Q: These five crystals share one structure, and each pair of atoms brings eight valence electrons to four bonds per atom. What decides how large a band gap each one gets?

Band gaps of five AB crystals in space group F-43m (216), calculated with Ansatz 0.2.0 using PBE, plane waves and PAW, without spin polarisation. The cells were relaxed with r2SCAN and kept fixed for the band calculations. The plane-wave cutoff is 420 eV, the Fermi–Dirac smearing width is 0.02 eV, and each gap is the least over the k mesh and the named k points.

```
formula  element on site A  Z A  element on site B  Z B  difference of Pauling electronegativities  volume per atom (Å³)  shortest distance (Å)    k mesh  band gap, PBE (eV)  least direct gap, PBE (eV)  gap kind, PBE
     BN                  B    5                  N    7                                          1                  5.88                  1.563  12×12×12               4.477                       8.852       indirect
     BP                  B    5                  P   15                                       0.15                 11.67                  1.964  10×10×10               1.242                       3.405       indirect
    BAs                  B    5                 As   33                                       0.14                 13.68                  2.071  10×10×10               1.188                       3.276       indirect
   GaAs                 Ga   31                 As   33                                       0.37                 22.74                  2.454     8×8×8               0.466                       0.466         direct
   GaSb                 Ga   31                 Sb   51                                       0.24                 28.82                  2.655     8×8×8               0.000                       0.000           zero
```

A: All five cells have the measured structure type and were relaxed with r2SCAN. Look first at how unevenly the gap falls. From BN to BP it drops by 3.2 eV, from BP to BAs by only 0.05 eV, and at GaAs it also changes from indirect to direct. A direct gap means that the highest filled and the lowest empty level belong to electron waves with the same change of phase from cell to cell, so light alone can lift an electron across. The change of kind tells you that the gap column doesn't follow one level down the series.

Q: Which levels does it follow?

A: The top of the filled levels is at Γ, the wave that has the same phase in every unit cell. The lowest empty level is at X, a wave at the edge of the allowed range, in BN, and on the way from Γ to X in BP and BAs. In GaAs it is at Γ. Among the empty levels at Γ is one that I take, from the usual ordering of levels in such crystals, to be the antibonding combination of s orbitals. In the gallium compounds it shares its energy with no other. In the boron compounds it is the highest level calculated, so the runs can't show whether it stands alone there, and its s character is an assumption. It lies 10.4 eV above the valence top in BN and only 0.47 eV above it in GaAs.

Q: So one level sinks through the others. Why should it sink at all?

A: Two neighbouring s orbitals push each other's energies apart, and the antibonding partner goes up. The push weakens as the bond grows. At Γ the s orbital of an atom feels all four neighbours in step, so the push is at its strongest there. At X two neighbours act with one sign and two with the other, and the direct push between s orbitals cancels. Through this push, then, a longer bond lowers the s level at Γ and has much less effect on the levels near X.

Q: Can that be put into a formula?

A: Take one s and one p energy for each atom, and let like orbitals on neighbours couple. This is tight binding at Γ. Call the atoms A and B, with orbital energies s and p, and let d be the shortest distance. Harrison's general rule for tetrahedral solids makes every coupling proportional to 1/d²:

h = ħ²/(m d²) ≈ 7.6 eV Å² / d²

E_s = (s_A + s_B)/2 + √[((s_A − s_B)/2)² + (5.3 h)²]

E_v = (p_A + p_B)/2 − √[((p_A − p_B)/2)² + (1.3 h)²]

Here m is the electron mass, E_s is the antibonding s level and E_v the valence top. The p orbitals also give an empty antibonding triplet, which lies above E_v by twice the second root.

Q: What do the limits of this formula say?

A: For very short bonds the couplings win. The s level then stands about 6.6 h above the valence top and the empty triplet only about 2.6 h, so the triplet is the lower of the two. For very long bonds the couplings vanish and the atomic energies remain. In GaAs the higher atomic s energy is about −12 eV and the lower atomic p energy about −9 eV, so the s level would end up below the valence top. Somewhere between these limits it has to pass the triplet and then close the gap.

Q: Please work out GaAs.

A: With d = 2.454 Å, h is about 1.3 eV, which makes the s coupling 6.7 eV and the p coupling 1.6 eV. Rough atomic energies are −12 and −19 eV for s, and −5.7 and −9.0 eV for p. Then

E_s ≈ −15.5 + √(3.5² + 6.7²) ≈ −7.9 eV

E_v ≈ −7.35 − √(1.65² + 1.6²) ≈ −9.6 eV

The difference is 1.7 eV, against 0.47 eV from PBE. The coupling constants were taken as they stand, and neither GaAs nor any other row was used to adjust them. The estimate puts the s level well below the triplet, as it should, but its height is far too large to use as a gap.

Q: Does it do better for the whole series?

A: It gets the order of the antibonding s level and the empty triplet right: the triplet is the lower one in the three boron compounds, and the s level in the two gallium compounds. In GaSb, though, it leaves the s level 0.8 eV above the valence top, where PBE closes the gap. The heights of the lowest level are too large in every row, typically by about 1.2 eV. For BAs the order is a close call, because the model separates the two levels by less than the rounding of its atomic energies. The PBE levels are clearly apart there, by 1.3 eV. The printed output after this text has the comparison for each crystal.

Q: Gallium replaces boron exactly where the gap becomes direct. How do you know that the bond length matters, and not the gallium atom itself?

A: The table can't separate them, because the bond grows by 18% in the same step. The model can, within its own assumptions. If all five crystals are given the bond length of BAs, the s level of GaAs comes out at 4.7 eV, almost the same as the 4.8 eV of BAs. So in the model gallium acts mainly by being a larger atom that keeps its neighbours farther away. But from BAs to GaAs the model lowers the s level by only 3.1 eV, where PBE lowers it by 4.2 eV. The missing 1 eV or so may come from the gallium atom itself, so the test doesn't rule out a direct effect of gallium.

Q: Is bond length then all I need?

A: No, and BP and BAs show why. The bond grows by only 5%, yet the s level falls by 2.8 eV in PBE, where the model gives 1.5 eV. The bonding partner of the s level, the lowest valence level at Γ, helps to explain the fall. Half the distance between the two partners shrinks by 1.4 eV, as expected when the push weakens. Their midpoint also sinks by 1.3 eV against the valence top, more than in the model, which suggests that the s orbitals lie deeper below the p orbitals in BAs. The likely reason is the filled 3d shell of arsenic, which screens the nucleus poorly and so leaves the outer s electrons more tightly bound. The rough atomic energies miss most of this. A straight line in 1/d², fitted to the s level of all five crystals, tells the same story: it follows the general fall, but when one crystal is left out of the fit it typically misses that crystal by about 3 eV.

Q: If the s level falls that far from BP to BAs, why does the gap hardly move?

A: Because the s level isn't the lowest empty level in either crystal. In BP it lies about 6 eV above the minimum near X, and in BAs still more than 3 eV above it. Its fall is real, but the gap doesn't register it. The 0.05 eV that remains between the two gaps is too small for its size to mean much. The spin–orbit coupling left out here should widen it by a similar amount, because it lowers the gap of BAs more than that of BP.

Q: And BN, with a gap more than three times that of BP?

A: The much shorter bond comes first, and polarity adds to it. The two are easiest to tell apart in the least direct gap, which in both crystals leads to the p triplet. Scaling the 3.4 eV of BP by 1/d² gives 3.4 × (1.964/1.563)² ≈ 5.4 eV for BN, while PBE finds 8.9 eV. Theory offers polarity for much of the rest: the filled levels lean towards nitrogen, whose p electrons are bound far more strongly, and the empty ones towards boron. The indirect gap should gain less from this. At X, polarity also pulls apart two empty levels that would otherwise coincide, and the lower one sets the gap. Diamond points the same way: its bond is about as short as that of BN, it has no polarity, and its indirect gap is still wide.

Q: Then could I rank the crystals by electronegativity difference?

A: No. GaAs has a larger difference than BP, 0.37 against 0.15, and yet the smaller gap. Polarity widens the gap between the filled and the empty p levels at Γ, but it doesn't stop the s level from coming down as bonds lengthen. The elements of the carbon group make a good comparison, because they have the same structure with no polarity at all. Diamond and silicon have their minimum on the way to X, in germanium the s level at Γ has come close to the gap edge, and in grey tin it has dropped below the valence top.

Q: GaSb has a gap of exactly zero. Has its s level dropped below the valence top as well?

A: In this calculation it has, by about 0.01 eV. The s level then takes two electrons from the p triplet at the valence top. A triplet that is only partly filled is the highest filled and the lowest empty level at once, so symmetry makes the gap exactly zero. But 0.01 eV is less than the smearing width, and a slight change of the cell could reverse the order.

Q: Should I treat GaSb as a semimetal, then?

A: No. Real GaSb is a semiconductor with a direct gap of roughly 0.8 eV, and GaAs has roughly 1.5 eV, about three times its value here. PBE places the empty levels too close to the filled ones. Leaving out spin–orbit coupling isn't the reason: it would raise the valence top, which narrows the gap of GaAs further and can't open one in GaSb. Use the table for the order of the crystals and for the change from indirect to direct, and take the size of a gap from a better level of theory.

Numerical output:

```
Computed levels above the valence top in eV:
   row    gap  lowest empty at Gamma  single level at Gamma  Gamma above minimum
    BN  4.477                  8.852                  10.39                4.375
    BP  1.242                  3.405                  7.385                2.163
   BAs  1.188                  3.276                   4.62                2.088
  GaAs  0.466                  0.466                  0.466                    0
  GaSb      0                      0               -0.01399                    0
Tight-binding levels at Gamma in eV:
   row  single s level  p triplet  lower of the two  s level with BAs bond
    BN           14.28      9.753             9.753                   6.72
    BP           6.391      5.175             5.175                  5.138
   BAs           4.842      4.588             4.588                  4.842
  GaAs           1.704      4.624             1.704                  4.672
  GaSb          0.7795      3.663            0.7795                  5.063
fit of gs on 5 rows: constant -5.252 +/- 1.9, coefficient of invd2 40.6 +/- 7.2; rms 1.17, worst BP -2.11, leave-one-out rms 3
Fall of the gap from BN to BP in eV: 3.235
Fall of the gap from BP to BAs in eV: 0.054
Fall of the gap from BAs to GaAs in eV: 0.722
Fall of the single Gamma level from BP to BAs in eV: 2.766
Fall of the single Gamma level from BAs to GaAs in eV: 4.154
Bond lengthening from BN to BP in percent: 25.66
Bond lengthening from BP to BAs in percent: 5.448
Bond lengthening from BAs to GaAs in percent: 18.49
Rms miss of tight binding for the single level in eV: 1.914
Rms miss of tight binding for the lowest Gamma level in eV: 1.25
```
